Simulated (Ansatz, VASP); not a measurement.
# PbS (Galena) in VASP and in Ansatz

```
Pb S
1.0
    -0.08386    2.96743    3.03476
     2.89869   -0.01886    2.96976
     2.89890    2.90264   -0.01907
Pb S
1 1
Direct
  0.01566 0.97697 0.00305
  0.48975 0.49507 0.51168
```

Alike in both runs: task single point; functional PBE; dispersion D4; k mesh 4 × 4 × 4; no spin polarisation.

|  | VASP | Ansatz |
| --- | --- | --- |
| version | VASP 6.6.1 | Ansatz 0.2.0 |
| potentials or method | VASP PAW PBE potentials, release 64 (Pb_d, S) | plane waves, PAW |
| plane-wave cutoff (eV) | 520 | 540 |
| occupations | gaussian, width 0.01 eV | fixed |
| valence electrons in the cell | 20 | 20 |

|  | VASP | Ansatz | Ansatz less VASP |
| --- | --- | --- | --- |
| pressure (GPa) | 0.3 | 0.4 | +0.06 |
| largest component of the traceless stress (GPa) | 2.18 | 2.18 | -0.002 |
| rms of the force components (eV/Å) | 0.014 | 0.014 | +0.0006 |
| dispersion energy (meV/atom) | -378.9 | -379.0 | -0.18 |

Atom by atom the forces differ by 0.001 eV/Å (rms over components). Ansatz warned: «stress_scf_threshold_loose».

Caveats: the k mesh is coarse (spacing up to 0.46 Å⁻¹), so the values aren't converged.
